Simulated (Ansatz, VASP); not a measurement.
## CuO in VASP and in Ansatz

Contents of INCAR:

```
PREC = Accurate ; ENCUT = 520
EDIFF = 1E-7 ; ISMEAR = -1
SIGMA = 0.05 ; LREAL = False
LASPH = True ; NELM = 100
ALGO = Normal ; ISIF = 2
LWAVE = False ; LCHARG = False
GGA = PS ; NBANDS = 25
```

The input KPOINTS:

```
regular mesh
0
Gamma
  6 6 3
```

File POSCAR:

```
CuO
1.0
    2.3446497600     -1.7133998200      0.0000000000
    2.3446497600      1.7133998200      0.0000000000
   -0.8605499100      0.0000000000      5.0594394800
Cu O
2 2
Direct
    0.0032000000      0.4968000000      0.0000000000
    0.4968000000      0.0032000000      0.5000000000
    0.5714000000      0.4056000000      0.2537000000
    0.4056000000      0.5714000000      0.7537000000
```

Contents of input.yaml:

```yaml
crystal:
  lattice:
    - [2.34464976, -1.71339982, 0.0]
    - [2.34464976, 1.71339982, 0.0]
    - [-0.86054991, 0.0, 5.05943948]
  atoms:
    - { symbol: Cu, position: [0.0032, 0.4968, 0.0] }
    - { symbol: Cu, position: [0.4968, 0.0032, 0.5] }
    - { symbol: O, position: [0.5714, 0.4056, 0.2537] }
    - { symbol: O, position: [0.4056, 0.5714, 0.7537] }
hamiltonian:
  xc: pbesol
  pseudopotentials: { kind: paw }
kpoints:
  mp_grid: { grid: [6, 6, 3] }
  band_path:
    path:
      - [[0.0, 0.0, 0.0], [-0.5, -0.5, 0.0], [-0.5249461988, -0.5249461988, 0.3256423996], [-0.5, -0.5, 0.5], [-0.6336779992, -0.3663220008, 0.5]]
      - [[-0.3663220008, 0.3663220008, 0.5], [0.0, 0.0, 0.5], [-0.4750538012, -0.4750538012, 0.6743576004]]
      - [[-0.5, -0.5, 0.0], [-0.612631459, -0.387368541, 0.0]]
      - [[-0.387368541, 0.387368541, 0.0], [0.0, 0.0, 0.0], [-0.5, 0.0, 0.0]]
      - [[-0.5, 0.0, 0.5], [0.0, 0.0, 0.0]]
    npoints: 14
scf:
  occupations: { method: fermi_dirac, width: 0.05 }
  n_extra_bands: 10
output:
  forces: true
  stress: true
  eigenvalues: true
  fatbands: false
```

Alike in both runs: functional PBEsol; k mesh 6 × 6 × 3; occupations fermi-dirac, width 0.05 eV; no spin polarisation.

```csv
,VASP,Ansatz
version,VASP 6.6.1,Ansatz 0.2.0
potentials or method,"VASP PAW PBE potentials, release 64 (Cu, O)",Ansatz PAW
plane-wave cutoff (eV),520,420
valence electrons in the cell,34,50
task,single point,band structure
```

```csv
,VASP,Ansatz,Ansatz less VASP
gap on the k mesh at the Fermi level (eV),none,none,-
pressure (GPa),-2.0,-2.6,-0.66
largest component of the traceless stress (GPa),1.87,2.25,+0.372
rms of the force components (eV/Å),0.419,0.412,-0.0071
```

Atom by atom the forces differ by 0.022 eV/Å (rms over components). A gap of «none» marks a metal or a gap that the smearing closes. With one functional, cell and mesh, what is left measures potentials, basis and numerics. The two sets of potentials don't hold the same shells in valence.

Caveats: the k mesh is coarse (spacing up to 0.41 Å⁻¹), so the values aren't converged; the run has no spin polarisation, though such a crystal can be magnetic; semilocal functionals often make such compounds metallic where correlation or magnetic order opens a gap, which also shifts bond lengths; the PAW data sets were made with another functional, which shifts forces and pressure a little (VASP); the pressure holds a Pulay correction of +0.7 GPa for the finite cutoff (Ansatz); the PAW data sets come from PBE, with cores solved anew for the run's functional, which leaves a small shift of forces and pressure (Ansatz).
